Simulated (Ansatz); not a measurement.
## BaTe: from a first guess to the relaxed zincblende type

First guess:

```xyz
2
Lattice="0.0000 3.2195 3.2195 3.2195 0.0000 3.2195 3.2195 3.2195 0.0000" Properties=species:S:1:pos:R:3 pbc="T T T"
Ba    0.0000    0.0000    0.0000
Te    1.6098    1.6098    1.6098
```

These are results of Ansatz 0.2.0, DFT, PBE, PAW with Ansatz's default frozen-core files, scalar-relativistic, not measurements.

Cell and atoms relax within the symmetry of the start on a 11×11×11 k mesh with 0.05 eV Fermi–Dirac smearing.

The start is built from a prototype, known or not as a phase of this compound; the cutoff is 420 eV.

Spin–orbit coupling is left out, though it moves levels of the heavy atoms by tenths of an eV or more.

Problem. What is the pressure of the first guess?

Solution. 34.4 GPa.

Problem. What does it relax to?

Solution. a = 7.833 Å, b = 7.833 Å, c = 7.833 Å, α = 90.00°, β = 90.00°, γ = 90.00° (conventional cell), 60.07 Å³ per atom:
```
CELL_PARAMETERS angstrom
0.00000 3.91646 3.91646
3.91646 0.00000 3.91646
3.91646 3.91646 0.00000
ATOMIC_POSITIONS crystal
Ba 0.00000 0.00000 0.00000
Te 0.25000 0.25000 0.25000
```

Problem. How much energy does the relaxation release?

Solution. 1768 meV/atom.
